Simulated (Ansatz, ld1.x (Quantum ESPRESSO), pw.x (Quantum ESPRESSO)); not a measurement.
## Be: does the RRKJ potential hold in the solid?

- Element: beryllium (Be)
- Generator: ld1.x (Quantum ESPRESSO) 7.5
- Type: norm-conserving RRKJ (Kleinman–Bylander form)
- Functional: PBE
- Relativity: scalar-relativistic
- Frozen core: [He]
- Valence charge: 2
- Reference configuration: 2s1 2p0 (charge +1)
- Partial waves: 2s (bound): rc 1.85 bohr; 3d channel at -0.05 Ry: rc 3.60 bohr; 2p (bound, empty): rc 4.20 bohr
- Local potential: the p channel
- Core correction: none

Atomic tests: cutoffs needed: 12 Ry and 21 Ry (the cutoffs (Ry, on a coarse ladder) from which the occupation-weighted sum of valence levels, in a spherical-Bessel basis at the reference potential, stays within 10 and 1 mRy of its value at 400 Ry); ghost test: no extra level below or beside the all-electron valence levels (s, d, p, f tested) (spherical-Bessel basis up to 400 Ry, 20 bohr box); largest excitation error: +107 meV (all-electron minus pseudo) for 2s0 2p2, out of 5 test configurations.

Crystal test: bcc Be in pw.x 7.5, no spin, 18³ k-points, Fermi–Dirac smearing 0.01 Ry, cutoffs 35/140 Ry. The reference is all-electron LAPW (Ansatz 0.2.0) with the same functional, mesh and smearing; V0 and B0 come from Birch–Murnaghan fits to the pressures at five volumes. Errors are pseudo minus all-electron; Δ is the rms difference of the E(V) curves that follow from these fits, minima aligned, over ±6 % about the mean V0. Mesh and smearing are coarse, so the numbers serve the comparison and aren't converged zero-temperature values; the lattice is a test structure that the element need not adopt.

All-electron: a0 = 2.501 Å (V0 = 7.82 Å³/atom), B0 = 122.0 GPa.

How far does the potential miss the all-electron equation of state?

mean pressure error (GPa): -16.87. The pressure does not cross zero within the volumes sampled, so no fit is given. The largest radius (4.20 bohr) exceeds half the bond length (2.05 bohr), so the spheres overlap, which is one possible source of error among others. This is a poor potential for the solid. The logarithmic derivative shows an extra or strongly shifted pseudo pole above the reference energy (d near 1.21 Ry).

| V (Å³/atom) | P all-electron (GPa) | P pseudo (GPa) |
| --- | --- | --- |
| 7.430 | 6.89 | -9.63 |
| 7.625 | 3.27 | -13.57 |
| 7.821 | 0.04 | -16.96 |
| 8.017 | -2.85 | -19.87 |
| 8.212 | -5.43 | -22.36 |

At the middle volume, how do free energy and pressure move when the wave cutoff is lowered (ecutrho kept at four times it)?

| cutoff (Ry) | shift of F (meV/atom) | shift of P (GPa) |
| --- | --- | --- |
| 16 | +41.3 | -1.92 |
| 21 | +9.8 | -0.86 |
| 28 | +0.8 | -0.12 |

The run at the middle volume (195 k-points, 5 iterations) took about 1.8 s on one core of a shared host (Neoverse-V1, 32 threads, 247 GiB, load 10).
